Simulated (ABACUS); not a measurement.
## CdS (Hawleyite) under changes of volume

One of the cells (24.808 Å³/atom); the others are scaled copies at fixed shape and fractional positions:

```
Cd S
1.0
     0.00000    2.91650    2.91650
     2.91650    0.00000    2.91650
     2.91650    2.91650    0.00000
Cd S
1 1
Direct
  0.00000 0.00000 0.00000
  0.75000 0.75000 0.75000
```

```yaml
Program: ABACUS 3.10.1
Functional: PBEsol
Potentials_or_basis: PseudoDojo NC SR 0.4.1 PBEsol standard
Cutoff: 1401 eV
Density_cutoff: 5606 eV
Basis: plane waves
k_mesh: 8 × 8 × 8
Occupations: fermi-dirac, width 0.05 eV
Spin: no spin polarisation
```

```csv
volume (Å³/atom),energy over the lowest point (meV/atom),pressure (GPa),gap on the mesh (eV)
23.319,17.07,4.1,1.13
23.815,6.85,2.5,1.09
24.312,1.33,1.1,1.04
24.808,0.00,-0.2,1.00
25.304,?,?,?
25.800,8.21,-2.4,0.92
26.296,16.98,-3.3,0.88
```

Question: What does the run at 25.304 Å³/atom give?

Answer: Energy over the lowest point 2.42 meV/atom; pressure -1.4 GPa; gap on the mesh 0.96 eV.

Worked out: A Birch-Murnaghan fit of order 3 (a polynomial in V^(-2/3)) to the other rows has its minimum at 24.73 Å³/atom with B0 = V·E''(V) = 61 GPa and B' = 4.6. It gives 2.43 meV/atom at 25.304 Å³/atom, against the run's 2.42, and -dE/dV = -1.3 GPa, against -1.4. A straight line through the other rows of the gap, of slope -2.09 eV per unit of ln V (its deformation potential), gives 0.96 eV, against the run's 0.96.

Energies are extrapolated to zero smearing.

Spin-orbit coupling on Cd is left out.
